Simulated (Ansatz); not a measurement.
Ni3Ge:

```xyz
4
Lattice="3.5303 0.0000 0.0000 0.0000 3.5303 0.0000 0.0000 0.0000 3.5303" Properties=species:S:1:pos:R:3 pbc="T T T"
Ge    0.0000    0.0000    0.0000
Ni    1.7652    1.7652    0.0000
Ni    0.0000    1.7652    1.7652
Ni    1.7652    0.0000    1.7652
```

The cell comes from a database or a generator and needn't be the stable form of this composition.

Base run:

```yaml
Program: Ansatz 0.2.0
Functional: PBEsol
Potentials_or_basis: all-electron LAPW, scalar-relativistic
Cutoff: 285 eV
Density_cutoff: 1140 eV
Basis_error_allowed: 0.002 eV/atom
k_mesh: 8 × 8 × 8
Occupations: fermi-dirac, width 0.05 eV
Spin: no spin polarisation
```

Its results: band gap on the k mesh none (metal or under the smearing width); pressure -0.9 GPa.

Task: The run is repeated on the same cell with these changes: spin from no spin polarisation to collinear spin, ferromagnetic start; hubbard terms from none to Ni d U = 6 eV. What comes out?

Result: Band gap on the k mesh none (metal or under the smearing width); pressure -1.9 GPa; net moment 0.00 μB per cell.

Several settings changed at once, so the effect can't be laid on one alone.

Caveats: the magnetic state may not be the lowest (some runs); U is the effective U less J, on atomic orbitals that reach past the spheres (some runs); the U is typed as a test and isn't derived for this compound (some runs).

Not every run made on this cell is shown here.
